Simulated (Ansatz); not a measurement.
PtS2:

```
Pt S
1.0
     3.54320    0.00000    0.00000
    -1.77160    3.06850    0.00000
     0.00000    0.00000    5.03880
Pt S
1 2
Cartesian
  0.0000 0.0000 0.0000
  1.7716 1.0228 3.8950
  0.0000 2.0457 1.1438
```

Base run:

| Property | Result |
| --- | --- |
| Program | Ansatz 0.2.0 |
| Functional | PBEsol |
| Potentials or basis | Ansatz PAW |
| Cutoff | 420 eV |
| Density cutoff | 1680 eV |
| k mesh | 9 × 9 × 5 |
| Occupations | fermi-dirac, width 0.05 eV |
| Spin | no spin polarisation |
| Hubbard terms | Pt d U = 8 eV |

Its results: band gap on the k mesh 0.75 eV, indirect (least direct gap 0.89 eV); pressure 7.6 GPa; largest force 1.153 eV/Å.

Question: The run is repeated on the same cell with these changes: hubbard terms from Pt d U = 8 eV to Pt d U = 2 eV. What comes out?

Answer: Band gap on the k mesh 0.94 eV, indirect (least direct gap 1.00 eV); pressure 6.6 GPa; largest force 1.005 eV/Å.

Caveats: odd divisions of the mesh miss points on the zone boundary, where band edges often lie, so the gap on the mesh can be too wide; spin-orbit coupling is left out, which moves the levels of the heavy elements; the PAW data sets come from PBE, with cores solved anew for the run's functional, which leaves a small shift of forces and pressure; forces of over 1 eV/Å show positions far from the minimum, so gaps and moduli don't describe the material at rest.

A k mesh can miss the band edges.

Not every run made on this cell is shown here.
